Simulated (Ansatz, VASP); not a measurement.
TaN in VASP and in Ansatz

```xyz
2
Lattice="0.0000 2.5076 2.5076 2.5076 0.0000 2.5076 2.5076 2.5076 0.0000" Properties=species:S:1:pos:R:3 pbc="T T T"
Ta    0.0000    0.0000    0.0000
N     1.2538    1.2538    1.2538
```

The cell comes from a database or a generator and needn't be the stable form of this composition.

Alike in both runs: task single point; functional PBE; k mesh 9 × 9 × 9; occupations fermi-dirac, width 0.05 eV; no spin polarisation.

|  | VASP | Ansatz |
| --- | --- | --- |
| version | VASP 6.6.1 | Ansatz 0.2.0 |
| potentials or method | VASP PAW PBE potentials, release 64 (Ta_pv, N) | Ansatz PAW |
| plane-wave cutoff (eV) | 520 | 420 |
| valence electrons in the cell | 16 | 18 |

```tsv
	VASP	Ansatz	Ansatz less VASP
gap on the k mesh at the Fermi level (eV)	none	none	-
pressure (GPa)	-27.7	-27.9	-0.21
```

A gap of «none» marks a metal or a gap that the smearing closes. The functional is the same, so the differences come from potentials, cutoffs and numerics. The two sets of potentials don't hold the same shells in valence.

Caveats: so large a pressure means that the cell lies far from this level's equilibrium, or that cutoff or potentials fall short (VASP); the pressure holds a Pulay correction of +0.3 GPa for the finite cutoff (Ansatz). Spin-orbit coupling is left out, which matters for the levels of Ta.
